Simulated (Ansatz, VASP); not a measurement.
Two plane-wave programs on Ru

```
Ru
1.0
     0.00000    1.95256    1.95256
     1.95256    0.00000    1.95256
     1.95256    1.95256    0.00000
Ru
1
Direct
  0.00000 0.00000 0.00000
```

This isn't the form of Ru at room conditions, which is hcp.

Alike in both runs: task single point; functional PBE; k mesh 12 × 12 × 12; occupations fermi-dirac, width 0.05 eV; no spin polarisation.

|  | VASP | Ansatz |
| --- | --- | --- |
| version | VASP 6.6.1 | Ansatz 0.2.0 |
| potentials or method | VASP PAW PBE potentials, release 64 (Ru_pv) | Ansatz PAW |
| plane-wave cutoff (eV) | 520 | 420 |
| valence electrons in the cell | 14 | 16 |

Ansatz gave:

- gap on the k mesh at the Fermi level (eV): none
- pressure (GPa): -19.0

Q: What did VASP give for the same quantities?

A: gap on the k mesh at the Fermi level (eV): none; pressure (GPa): -19.1.

A gap of «none» marks a metal or a gap that the smearing closes. The two sets of potentials don't hold the same shells in valence.

Caveats: so large a pressure means that the cell lies far from this level's equilibrium, or that cutoff or potentials fall short (VASP).
